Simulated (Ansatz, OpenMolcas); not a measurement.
A correction line for M06-L/6-31G* (spherical functions): atomisation enthalpy at 298 K

The atomisation enthalpy at 298 K in kJ/mol of 6 carbon molecules: x at M06-L/6-31G* (spherical functions), y from tabulated heats of molecules and atoms (Active Thermochemical Tables, CRC Handbook of Chemistry and Physics). Shapes, held fixed at every level: PBE0-D4/def2-TZVP. Flexible molecules stand in one conformer, not always the lowest. Computed values hold a harmonic thermal term (B3LYP/6-31G*, PBE/def2-SVP, PBE0-D4/def2-TZVP) and the atoms' spin-orbit lowering. Programs: OpenMolcas 26.06.

```
                molecule  x (kJ/mol)  y (kJ/mol)
C3H7Cl (1-chloropropane)        3903        3930
    C4H6 (1,3-butadiene)        4044           ?
      C4H8 (cyclobutane)        4563        4584
         C4H8 (1-butene)        4571        4612
        C4H8 (isobutene)        4592        4629
 C4H9Cl (1-chlorobutane)        5069        5105
```

**Question.** Fit y = c + s·x to the known rows and predict y for C4H6.

**Answer.** 
1. Means of the 5 rows: x = 4539.60, y = 4572.0.
2. Σ(Δx)² = 689803, Σ(Δx·Δy) = 695391, so the slope is 695391/689803 = 1.0081.
3. Intercept: 4572.0 − (1.0081) × 4539.60 = -4.4. The largest residual of the fit is 12.
4. C4H6: -4.4 + 1.0081 × 4044 = 4072 kJ/mol.

The tabulated heats give 4065 kJ/mol, so the prediction is off by +7 kJ/mol, within the largest residual. Uncorrected, M06-L/6-31G* (spherical functions) misses C4H6 by -21 kJ/mol, and the other rows by 32 on average. The line overshoots: the miss goes from -21 to +7. Left out in turn, the other rows are missed by 7 kJ/mol on average, so much of the error is systematic among these molecules. The heats of C3H7Cl (1-chloropropane), C4H9Cl (1-chlorobutane) come from older tables and can be uncertain by 10 kJ/mol or more.
